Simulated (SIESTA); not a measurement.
SnO2 (Cassiterite):

```xyz
6
Lattice="4.7380 0.0000 0.0000 0.0000 4.7380 0.0000 0.0000 0.0000 3.1865" Properties=species:S:1:pos:R:3 pbc="T T T"
Sn    2.3690    2.3690    1.5933
Sn    0.0000    0.0000    0.0000
O     3.8240    0.9140    1.5933
O     3.2830    3.2830    0.0000
O     0.9140    3.8240    1.5933
O     1.4550    1.4550    0.0000
```

Base run:

| Property | Result |
| --- | --- |
| Program | SIESTA 5.4.2 |
| Functional | PBE |
| Potentials or basis | PseudoDojo 0.4 standard (PBE files, fully relativistic) |
| Basis | DZP (energy shift 0.003 Ry; two zetas on semicore shells) |
| Grid cutoff | 800 Ry |
| Energy shift | 0.003 Ry |
| k mesh | 4 × 4 × 6 |
| Occupations | fermi-dirac, width 0.05 eV |
| Spin | non-collinear spin, zero start, spin-orbit coupling |
| Starting moments | [[0.0, 0.0, 0.0], [0.0, 0.0, 0.0], [0.0, 0.0, 0.0], [0.0, 0.0, 0.0], [0.0, 0.0, 0.0], [0.0, 0.0, 0.0]] μB |

Its results: band gap on the k mesh 1.02 eV, direct; pressure 17.8 GPa; net moment 0.00 μB per cell; largest force 0.291 eV/Å.

Task: The run is repeated on the same cell with these changes: basis from DZP (energy shift 0.003 Ry; two zetas on semicore shells) to TZP (energy shift 0.003 Ry; two zetas on semicore shells). What comes out?

Result: Band gap on the k mesh 1.07 eV, direct; pressure 16.1 GPa; net moment 0.00 μB per cell; largest force 0.259 eV/Å.

Caveats: so large a pressure means that the cell lies far from this level's equilibrium, or that cutoff or potentials fall short; the basis of atomic orbitals isn't converged, which shifts pressures, moduli and gaps.
